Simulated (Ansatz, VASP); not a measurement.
## One calculation of W, two programs

```
W
1.0
     0.00000    2.00256    2.00256
     2.00256    0.00000    2.00256
     2.00256    2.00256    0.00000
W
1
Cartesian
  0.0000 0.0000 0.0000
```

Change from the starting cell: volume scaled by 0.96, crystal datasets.

Alike in both runs: task electric field gradients; functional LDA; k mesh 14 × 14 × 14; occupations fermi-dirac, width 0.05 eV; no spin polarisation.

|  | VASP | Ansatz |
| --- | --- | --- |
| version | VASP 6.6.1 | Ansatz 0.2.0 |
| potentials or method | VASP PAW LDA potentials, release 64 (W_sv), cutoff 520 eV | all-electron PAW with datasets made for the crystal, scalar-relativistic |

```csv
,VASP,Ansatz,Ansatz less VASP
pressure (GPa),-5.4,-7.0,-1.63
Vzz of the field gradient on the site that differs most (V/Å²),0.0,0.0,0.00
```

Ansatz ran all-electron here, so the differences hold the error of VASP's frozen core and of both bases. Ansatz warned: «gradients_without_spin_orbit».

Spin-orbit coupling is left out, which matters for the levels of W.
